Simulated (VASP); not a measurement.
# Mg (P1) in VASP: single point with PBEsol

Aim: the single point of Mg with PBEsol.

Program: VASP 6.6.1. These are calculated values, not measurements. Logs are shortened: lines on timing, memory, paths and dates and some standing lists are left out, and cuts for length are marked.

## 1. The cell of the first run

The typed cell holds 4 atoms: a = 4.326 Å, b = 4.326 Å, c = 5.338 Å, α = 90.00°, β = 90.00°, γ = 90.86°.

## 2. Single point, PBEsol (all atoms moved at random, sigma 0.25 Å a component)

Contents of INCAR:

```
PREC = Accurate
ENCUT = 520
EDIFF = 1E-6
ISMEAR = 0
SIGMA = 0.15
LREAL = F
LASPH = T
NELM = 100
ALGO = Fast
ISIF = 2
LWAVE = F
LCHARG = T
GGA = PS
LELF = T
LVHAR = T
NBANDS = 12
```

Contents of KPOINTS:

```
Automatic mesh
0
Gamma
  8 8 6
```

Contents of POSCAR:

```
Mg
1.0
   -1.5408683213      2.6688622201     -3.0360888843
    1.5408683213     -2.6688622201     -3.0360888843
   -4.6226049636     -2.6688622202      0.0000000000
Mg
4
Direct
    0.3234978619      0.7489433275      0.5537788071
    0.6969443826      0.2544805999      0.5183269959
    0.4151279711      0.5079072830     -0.0392889534
    0.0644297844     -0.0113312104     -0.0328168496
```

Potentials or basis: VASP PAW PBE potentials, release 64 (Mg).

On the command line:

```
cat potpaw_PBE.64/Mg/POTCAR > POTCAR
mpirun -np 1 vasp_std > vasp.out
```

OUTCAR:

```text
PREC = Accurate
   ENCUT = 520
   EDIFF = 1E-6
   ISMEAR = 0
   LREAL = F
   LASPH = T
   NELM = 100
   ISIF = 2
   GGA = PS

 ion  position               nearest neighbor table
   1  0.323  0.749  0.554-   3 2.44   4 2.69   2 2.71   2 2.71   3 3.36   2 3.43   4 3.49   2 3.51

   2  0.697  0.254  0.518-   1 2.71   1 2.71   3 2.88   4 3.11   3 3.40   1 3.43   1 3.51   4 3.54

   3  0.415  0.508  0.961-   1 2.44   4 2.59   4 2.69   2 2.88   1 3.36   2 3.40   4 3.47   4 3.62

   4  0.064  0.989  0.967-   3 2.59   1 2.69   3 2.69   2 3.11   3 3.47   1 3.49   2 3.54   3 3.62

  LATTYP: Found a base centered orthorhombic cell.
 ALAT       =     6.0721777686
 B/A-ratio  =     1.0150350533
 C/A-ratio  =     0.8790461419

  Lattice vectors:

 A1 = (  -1.5408683213,   2.6688622201,  -3.0360888843)
 A2 = (   1.5408683213,  -2.6688622201,  -3.0360888843)
 A3 = (  -4.6226049636,  -2.6688622202,   0.0000000000)

Analysis of symmetry for initial positions (statically):
=====================================================================
 Subroutine PRICEL returns:
 Original cell was already a primitive cell.

 Routine SETGRP: Setting up the symmetry group for a
 base centered orthorhombic supercell.

 Subroutine GETGRP returns: Found  1 space group operations
 (whereof  1 operations were pure point group operations)
 out of a pool of  8 trial point group operations.

The static configuration has the point symmetry C_1 .

Analysis of symmetry for dynamics (positions and initial velocities):
=====================================================================
 Subroutine PRICEL returns:
 Original cell was already a primitive cell.

 Routine SETGRP: Setting up the symmetry group for a
 base centered orthorhombic supercell.

 Subroutine GETGRP returns: Found  1 space group operations
 (whereof  1 operations were pure point group operations)
 out of a pool of  8 trial point group operations.

The dynamic configuration has the point symmetry C_1 .

 Subroutine INISYM returns: Found  1 space group operations
 (whereof  1 operations are pure point group operations),
 and found     1 'primitive' translations

----------------------------------------------------------------------------------------

                                     Primitive cell

  volume of cell :      99.8841

  direct lattice vectors                    reciprocal lattice vectors
    -1.540868321  2.668862220 -3.036088884    -0.081123090  0.140509314 -0.164685561
     1.540868321 -2.668862220 -3.036088884     0.081123090 -0.140509314 -0.164685561
    -4.622604964 -2.668862220  0.000000000    -0.162246181 -0.093672876  0.000000000

  length of vectors
     4.326076334  4.326076334  5.337724440     0.231182086  0.231182086  0.187345752

  position of ions in fractional coordinates (direct lattice)
     0.323497862  0.748943328  0.553778807
     0.696944383  0.254480600  0.518326996
     0.415127971  0.507907283  0.960711047
     0.064429784  0.988668790  0.967183150

  ion indices of the primitive-cell ions
   primitive index   ion index
                 1           1
                 2           2
                 3           3
                 4           4

----------------------------------------------------------------------------------------

 KPOINTS: Automatic mesh

Automatic generation of k-mesh.
 Grid dimensions read from file:
 generate k-points for:    8    8    6

 Generating k-lattice:

  Cartesian coordinates                     Fractional coordinates (reciprocal lattice)
    -0.010140386  0.017563664 -0.020585695     0.125000000  0.000000000  0.000000000
     0.010140386 -0.017563664 -0.020585695     0.000000000  0.125000000 -0.000000000
    -0.027041030 -0.015612146  0.000000000     0.000000000  0.000000000  0.166666667

  Length of vectors
     0.028897761  0.028897761  0.031224292

  Shift w.r.t. Gamma in fractional coordinates (k-lattice)
     0.000000000  0.000000000  0.000000000

 Subroutine IBZKPT returns following result:
 ===========================================

 Found    196 irreducible k-points:

 Following reciprocal coordinates:
            Coordinates               Weight
  0.000000  0.000000  0.000000      1.000000
  0.125000 -0.000000  0.000000      2.000000
 -0.000000  0.125000  0.000000      2.000000
  0.250000 -0.000000  0.000000      2.000000
 -0.000000  0.250000  0.000000      2.000000
  0.375000  0.000000  0.000000      2.000000
[... 16 lines left out ...]
  0.375000  0.250000  0.000000      2.000000
  0.250000  0.375000  0.000000      2.000000
 [... further k-points ...]
   k-points           NKPTS =    196   k-points in BZ     NKDIM =    196   number of bands    NBANDS=     12
   number of dos      NEDOS =    301   number of ions     NIONS =      4
   total plane-waves  NPLWV =  40960
   dimension x,y,z NGX =    32 NGY =   32 NGZ =   40
   dimension x,y,z NGXF=    64 NGYF=   64 NGZF=   80
   ions per type =               4
   NGX,Y,Z   is equivalent  to a cutoff of  12.30, 12.30, 12.46 a.u.
   NGXF,Y,Z  is equivalent  to a cutoff of  24.59, 24.59, 24.92 a.u.
 SYSTEM =  unknown system
   PREC   = accura    normal or accurate (medium, high low for compatibility)
   ISTART =      0    job   : 0-new  1-cont  2-samecut
   ICHARG =      2    charge: 1-file 2-atom 10-const
   ISPIN  =      1    spin polarized calculation?
   LNONCOLLINEAR =      F non collinear calculations
   LSORBIT =      F    spin-orbit coupling
   LASPH  =      T    aspherical Exc in radial PAW
   ENCUT  =  520.0 eV  38.22 Ry    6.18 a.u.   8.04  8.04  9.92*2*pi/ulx,y,z
   NELM   =    100;   NELMIN=  2; NELMDL= -5     # of ELM steps
   EDIFF  = 0.1E-05   stopping-criterion for ELM
[... 8 lines left out ...]
   TEBEG  =    0.0;   TEEND  =   0.0 temperature during run
   PSTRESS=    0.0 pullay stress
   NELECT =       8.0000    total number of electrons
   NUPDOWN=      -1.0000    fix difference up-down
   EMIN   =  10.00;   EMAX   =-10.00  energy-range for DOS
   EFERMI =   0.00;   METHOD = LEGACY
   ISMEAR =     0;   SIGMA  =   0.15  broadening in eV -4-tet -1-fermi 0-gaus
   EFERMI_NEDOS =   21; number of points for ismear=-14 and -15
   IALGO  =     68    algorithm
   IMIX   =      4    mixing-type and parameters
     AMIX     =   0.40;   BMIX     =  1.00
     AMIX_MAG =   1.60;   BMIX_MAG =  1.00
  volume/ion in A,a.u.               =      24.97       168.51
  Fermi-wavevector in a.u.,A,eV,Ry     =   0.705677  1.333537  6.775434  0.497980
  Thomas-Fermi vector in A             =   1.791253
   LORBIT       =      0    0 simple, 1 ext, 2 COOP (PROOUT), +10 PAW based schemes
   GGA     = PS    functional components
   LHFCALC =     F    Hartree Fock is set to
   AEXX    =    0.0000 exact exchange contribution
   IVDW    =     0    specifies the selected vdW correction
   LEPSILON=     F    determine dielectric tensor
   LRPA    =     F    only Hartree local field effects (RPA)
 non-spin polarized calculation
 RMM-DIIS sequential band-by-band and
 Gauss-broadening in eV      SIGMA  =   0.15
  energy-cutoff  :      520.00
  volume of cell :       99.88
 maximum number of plane-waves:      2740
   NGX = 17   NGY = 17   NGZ = 19

 number of electron       8.0000000 magnetization

 Free energy of the ion-electron system (eV)
  ---------------------------------------------------
  ext. energy  EPLUGINS =         0.00000000
  ---------------------------------------------------
  free energy    TOTEN  =        -4.46336162 eV

  energy without entropy =       -4.44186035  energy(sigma->0) =       -4.45261099

 E-fermi :   2.0839     XC(G=0):  -8.1950

 val. band max:        2.0826051063   @ k =  -0.1250   0.2500  -0.1667
 cond. band min:       2.0885431081   @ k =  -0.1250   0.1250   0.5000
 fundamental gap:      0.0059380018
 Fermi energy:         2.0838643970

 k-point     1 :       0.0000    0.0000    0.0000
  band No.  band energies     occupation
      1      -4.5713      2.00000
      2       0.6038      2.00000
      3       0.7769      2.00000
      4       2.9151      0.00000
      5       2.9385      0.00000
      6       3.3534      0.00000
      7       3.4562      0.00000
      8       7.2801      0.00000
      9       7.3554      0.00000
     10       7.8625      0.00000
     11       7.9905      0.00000
     12       8.9444      0.00000

 k-point     2 :       0.1250   -0.0000    0.0000
  band No.  band energies     occupation
      1      -4.4505      2.00000
      2       0.6967      2.00000
      3       0.8153      2.00000
      4       1.6378      1.99997
      5       3.0996      0.00000
      6       3.2171      0.00000
      7       5.1190      0.00000
      8       6.1791      0.00000
      9       6.8066      0.00000
     10       7.8560      0.00000
     11       8.2586      0.00000
     12       8.4706      0.00000

 k-point     3 :      -0.0000    0.1250    0.0000
  band No.  band energies     occupation
      1      -4.4461      2.00000
      2       0.7112      2.00000
      3       0.8851      2.00000
      4       1.3755      2.00000
      5       3.2737      0.00000
      6       3.4616      0.00000
      7       4.7524      0.00000
      8       6.0723      0.00000
      9       7.0614      0.00000
     10       7.9399      0.00000
     11       8.3599      0.00000
     12       8.5333      0.00000
[... 286 lines left out ...]
 k-point    23 :       0.3750    0.2500    0.0000
  band No.  band energies     occupation
      1      -3.0186      2.00000
      2      -0.8952      2.00000
      3       0.7484      2.00000
      4       2.0237      1.42937
      5       2.4487      0.00058
      6       3.0211      0.00000
      7       4.1215      0.00000
      8       4.4888      0.00000
      9       5.6944      0.00000
     10       5.8505      0.00000
     11       7.9099      0.00000
     12       8.1492      0.00000

 k-point    24 :       0.2500    0.3750    0.0000
  band No.  band energies     occupation
      1      -2.9647      2.00000
      2      -1.0577      2.00000
      3       0.8785      2.00000
      4       2.0825      1.01030
      5       2.5027      0.00008
      6       2.9445      0.00000
      7       3.9022      0.00000
      8       4.3763      0.00000
      9       5.9039      0.00000
     10       6.1967      0.00000
     11       7.8550      0.00000
     12       8.0726      0.00000

 [... further k-points ...]
[... 5 lines left out ...]
  --------------------------------------------------------------------------------------
  -------------------------------------------------------------------------------------
  Total        3.6489657      4.1166346      2.2546714     -0.8040000      1.3552178     -2.0977636
  in kB       58.5307666     66.0323502     36.1657680    -12.8964597     21.7381970    -33.6489081
  external PRESSURE =      53.5762949 kB  Pullay stress =       0.0000000 kB

 VOLUME and BASIS-vectors are now :
 -----------------------------------------------------------------------------
  energy-cutoff  :      520.00
  volume of cell :       99.88
      direct lattice vectors                 reciprocal lattice vectors
    -1.540868321  2.668862220 -3.036088884    -0.081123090  0.140509314 -0.164685561
     1.540868321 -2.668862220 -3.036088884     0.081123090 -0.140509314 -0.164685561
    -4.622604964 -2.668862220  0.000000000    -0.162246181 -0.093672876  0.000000000

 POSITION                                       TOTAL-FORCE (eV/Angst)
 -----------------------------------------------------------------------------------
     -1.90435     -2.61341     -3.25603         2.727484      0.202881      0.446507
     -3.07780     -0.20247     -2.88861         0.087238      1.141488     -0.863186
     -4.29803     -2.81162     -2.80242        -2.781652      0.513541     -0.429367
     -3.04678     -5.04795     -3.19730        -0.033070     -1.857910      0.846046
 -----------------------------------------------------------------------------------
    total drift:                               -0.000006      0.000012     -0.000018

  FREE ENERGIE OF THE ION-ELECTRON SYSTEM (eV)
  ---------------------------------------------------
  free  energy   TOTEN  =        -4.4633616241 eV

  energy  without entropy=       -4.4418603461  energy(sigma->0) =       -4.45261099
```

Run time: 76 s. Hardware: 1 thread of Intel Xeon Platinum 8559C (Emerald Rapids), shared host; peak memory 0.33 GiB.

What came out:

| Property | Result |
| --- | --- |
| Free energy | -4.4634 eV |
| Pressure | 5.4 GPa |
| Largest force | 2.861 eV/Å |
| Band gap on the k mesh | none (metal or under the smearing width) |

Forces in eV/Å, atoms in the order of the input:
```
Mg   2.727  0.203  0.447
Mg   0.087  1.141 -0.863
Mg  -2.782  0.514 -0.429
Mg  -0.033 -1.858  0.846
```

Stress tensor (GPa, compression positive):
```
 5.85 -1.29 -3.36
-1.29  6.60  2.17
-3.36  2.17  3.62
```

Caveat: the PAW data sets were made with another functional, which shifts forces and pressure a little.
